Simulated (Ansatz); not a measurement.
# CO₂: O-17 NMR of the central transition

Cell: a Materials Project structure (computed, not necessarily an observed phase), taken as it stands.

```cif
data_CO2
_symmetry_space_group_name_H-M 'P4_12_12'
_symmetry_Int_Tables_number 92
_cell_length_a 5.0693
_cell_length_b 5.0693
_cell_length_c 7.2320
_cell_angle_alpha 90.000
_cell_angle_beta 90.000
_cell_angle_gamma 90.000
loop_
_atom_site_label
_atom_site_type_symbol
_atom_site_symmetry_multiplicity
_atom_site_Wyckoff_symbol
_atom_site_fract_x
_atom_site_fract_y
_atom_site_fract_z
C C 4 a 0.9888 0.0112 0.7500
O O 8 b 0.6750 0.3476 0.4927
```

One atom of each set is listed.

Level of theory: DFT, r2SCAN, plane waves and PAW (field gradients read without the response of the frozen cores, which leaves them typically 4 to 6 % off), scalar-relativistic, 500 eV cutoff, Γ-centred 5×5×4 k-points, Fermi–Dirac smearing 0.02 eV (Ansatz 0.2.0).

O-17 has I = 5/2 and Q = -25.58 mb (Pyykkö 2018); at 7.05 T its Larmor frequency is ν₀ = 40.7 MHz. Only the quadrupole interaction is simulated: positions count from each site's isotropic chemical shift, and J coupling is left out, as are shift anisotropy and dipolar coupling, which fast spinning averages.

Simulated pattern of one O site (fast magic-angle spinning, Gaussian broadening 0.3 kHz):

```
offset (kHz)  height
     -10.427       0
     -10.112       1
      -9.797       5
      -9.482       5
      -9.167       6
      -8.852       6
      -8.538       6
      -8.223       6
      -7.908       6
      -7.593       7
      -7.278       7
      -6.963       7
      -6.649      14
      -6.334      57
      -6.019      82
      -5.704      59
      -5.389      48
      -5.074      44
      -4.760      41
      -4.445      40
      -4.130      40
      -3.815      40
      -3.500      41
      -3.185      43
      -2.871      46
      -2.556      50
      -2.241      58
      -1.926      79
      -1.611     100
      -1.297      57
      -0.982       6
      -0.667       0
```

Task: Which |C_Q| and η does the pattern imply?

Result: The pattern spans 8.80 kHz before broadening and its centre of gravity is at -4.01 kHz, which fixes P_Q; the places of the horns and steps fix η. That gives P_Q = 5.21 MHz, |C_Q| = 5.21 MHz and η = 0.08. The sign of C_Q can't be read from the pattern.

At O V_zz points along its bond to C (within 1°).

At this cell the principal stresses reach 6 GPa in size with r2SCAN, which can matter for small gradients. The largest force is 1.5 eV/Å, so the atoms aren't at the calculated equilibrium and relaxing them would move these values.
